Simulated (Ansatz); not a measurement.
Ta2N:

```
Ta N
1.0
     3.11286    0.00000    0.00000
    -1.55643    2.69582    0.00000
     0.00000    0.00000    4.86984
Ta N
2 1
Cartesian
  0.0000 1.7972 1.2404
  1.5564 0.8986 3.6294
  0.0000 0.0000 0.0000
```

The cell comes from a database or a generator and needn't be the stable form of this composition.

```yaml
Program: Ansatz 0.2.0
Task: relaxation of cell and atoms
Functional: PBEsol
Potentials_or_basis: Ansatz PAW
Cutoff: "420 eV (not typed: the program's choice for these potentials)"
k_mesh: 10 × 10 × 6
Occupations: fermi-dirac, width 0.05 eV
Spin: no spin polarisation
Hubbard_terms: Ta d U = 4 eV
```

At the start: volume 13.62 Å³/atom.

Question: How do energy, volume and symmetry change on relaxing?

Answer: It ends after 7 steps and the volume is 13.29 Å³/atom (-2.4 %); space group P-3m1 (No. 164, to 0.05 Å).

The path:
```
step  energy change (eV)  largest force (eV/Å)  volume (Å³)
   1              0.0000                0.1217        40.87
   2             -0.0297                0.0176        40.00
   3             -0.0307                0.0127        39.87
   4             -0.0307                0.0052        39.88
   5             -0.0293                0.0057        39.88
   6             -0.0293                0.0003        39.88
   7             -0.0293                0.0005        39.88
```

Final structure:
```yaml
crystal:
  lattice:
    - [3.05953, 0.00000, 0.00000]
    - [-1.52977, 2.64963, 0.00000]
    - [0.00000, 0.00000, 4.91894]
  atoms:
    - { symbol: Ta, position: [0.33333, 0.66667, 0.25635] }
    - { symbol: Ta, position: [0.66667, 0.33333, 0.74365] }
    - { symbol: N, position: [0.00000, 0.00000, 0.00000] }
```

Caveat: the plane-wave basis is chosen anew once the cell has moved, so the energies of steps on either side of that aren't comparable; U without spin polarisation on a metal has little footing; the PAW data sets come from PBE, with cores solved anew for the run's functional, which leaves a small shift of forces and pressure.
